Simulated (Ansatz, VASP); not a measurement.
## ZrS: VASP beside Ansatz

File POSCAR:

```
ZrS
1.0
    0.0000000000      2.6250000000      2.6250000000
    2.6250000000      0.0000000000      2.6250000000
    2.6250000000      2.6250000000      0.0000000000
Zr S
1 1
Direct
    0.0000000000      0.0000000000      0.0000000000
    0.5000000000      0.5000000000      0.5000000000
```

Contents of INCAR.step1:

```
SYSTEM = ZrS
PREC = Accurate ; ENCUT = 520
ISMEAR = 0 ; SIGMA = 0.1
LREAL = .False. ; LASPH = .True.
NELM = 100 ; NBANDS = 16
GGA = PE ; ALGO = Normal
EDIFF = 1E-4 ; LWAVE = .True.
LCHARG = .False.
```

Contents of INCAR.step2:

```
SYSTEM = ZrS
PREC = Accurate ; ENCUT = 520
EDIFF = 1E-7 ; ISMEAR = 0
SIGMA = 0.1 ; LREAL = .False.
LASPH = .True. ; NELM = 100
ALGO = Normal ; ISIF = 2
LWAVE = .False. ; LCHARG = .True.
METAGGA = R2SCAN ; LMIXTAU = .True.
LELF = .True. ; LVHAR = .True.
NBANDS = 16 ; ISTART = 1
```

KPOINTS

```
regular mesh
0
Gamma
  8 8 8
  0 0 0
```

Input for Ansatz:

```yaml
crystal:
  lattice:
    - [0.0, 2.625, 2.625]
    - [2.625, 0.0, 2.625]
    - [2.625, 2.625, 0.0]
  atoms:
    - { symbol: Zr, position: [0.0, 0.0, 0.0] }
    - { symbol: S, position: [0.5, 0.5, 0.5] }
basis:
  ecutwfc: 500
kpoints:
  mp_grid: { grid: [8, 8, 8] }
hamiltonian:
  xc: r2scan
scf:
  occupations: { method: gaussian, width: 0.1 }
output:
  forces: true
  stress: true
  eigenvalues: true
```

Alike in both runs: task single point; functional r2SCAN; k mesh 8 × 8 × 8; occupations gaussian, width 0.1 eV; no spin polarisation.

|  | VASP | Ansatz |
| --- | --- | --- |
| version | VASP 6.6.1 | Ansatz 0.2.0 |
| potentials or method | VASP PAW PBE potentials, release 64 (Zr_sv, S) | scalar-relativistic, plane waves, PAW |
| plane-wave cutoff (eV) | 520 | 500 |
| valence electrons in the cell | 18 | 18 |

```csv
,VASP,Ansatz,Ansatz less VASP
gap on the k mesh at the Fermi level (eV),none,none,-
pressure (GPa),-2.1,-2.1,+0.01
```

A gap of «none» marks a metal or a gap that the smearing closes. With one functional, cell and mesh, what is left measures potentials, basis and numerics.

Caveats: the PAW data sets were made with another functional, which shifts forces and pressure a little (VASP).
